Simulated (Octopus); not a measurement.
LiH:

```
Li H
1.0
     0.00000    2.03675    2.03675
     2.03675    0.00000    2.03675
     2.03675    2.03675    0.00000
Li H
1 1
Direct
  0.00000 0.00000 0.00000
  0.50000 0.50000 0.50000
```

- Program: Octopus 16.4
- Task: single point
- Functional: PBE
- Potentials or basis: pseudodojo_pbe (PseudoDojo 0.5, PBE)
- Grid spacing: 0.137 Å
- k mesh: 11 × 11 × 11
- Occupations: fermi-dirac, width 0.05 eV
- Spin: no spin polarisation

On this cell: largest force zero by symmetry; band gap on the k mesh 3.21 eV, direct.

The same run follows on a disturbed copy (atoms moved at random, drawn with an rms of 0.05 Å):

```
Li H
1.0
     0.00000    2.03675    2.03675
     2.03675    0.00000    2.03675
     2.03675    2.03675    0.00000
Li H
1 1
Direct
  0.01223 0.99611 0.00039
  0.49669 0.49811 0.50465
```

**Question.** What does the disturbed cell give?

**Answer.** The energy moves by -1.0 meV/atom; largest force 0.035 eV/Å; band gap on the k mesh 3.21 eV, direct.

Forces in eV/Å, atoms in the order of the input:
```
Li   0.012 -0.021 -0.026
H   -0.012  0.021  0.026
```

Caveats: an odd mesh through Γ misses points on the zone boundary, where band edges often lie.
